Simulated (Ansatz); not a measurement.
BP (started from an entry of an open crystallographic database) (r2SCAN geometry), in Ansatz:

```cif
data_structure
_symmetry_space_group_name_H-M 'P 1'
_symmetry_Int_Tables_number 1
_cell_length_a 3.2079
_cell_length_b 3.2079
_cell_length_c 3.2079
_cell_angle_alpha 60.000
_cell_angle_beta 60.000
_cell_angle_gamma 60.000
_cell_volume 23.34
loop_
_atom_site_label
_atom_site_type_symbol
_atom_site_fract_x
_atom_site_fract_y
_atom_site_fract_z
_atom_site_occupancy
B1 B 0.00000 0.00000 0.00000 1
P1 P 0.25000 0.25000 0.25000 1
```

G0W0@PBE with 128 empty bands, a screening cutoff of 180 eV and a 6×6×6 mesh (PAW, contour deformation) gives 2.014 eV over the mesh points, from a PBE gap of 1.331 eV; it sums over 132 bands with 137 plane waves in the screening and a wave cutoff of 420 eV. G0W0 here is at a finite number of bands, screening cutoff and k mesh, not at the basis limit. Spin-unpolarised throughout; all numbers are computed.

Task: Estimate the gap with mesh 10×10×10, empty bands 37, screening cutoff 80 eV.

Result: 1.776 eV (-0.238 eV), from a Kohn-Sham gap of 1.242 eV.

Task: Estimate the gap with empty bands 53, screening cutoff 100 eV.

Result: 1.896 eV (-0.118 eV), from a Kohn-Sham gap of 1.331 eV.

Task: Estimate the gap with starting point r2SCAN.

Result: 2.133 eV (+0.119 eV), from a Kohn-Sham gap of 1.498 eV.
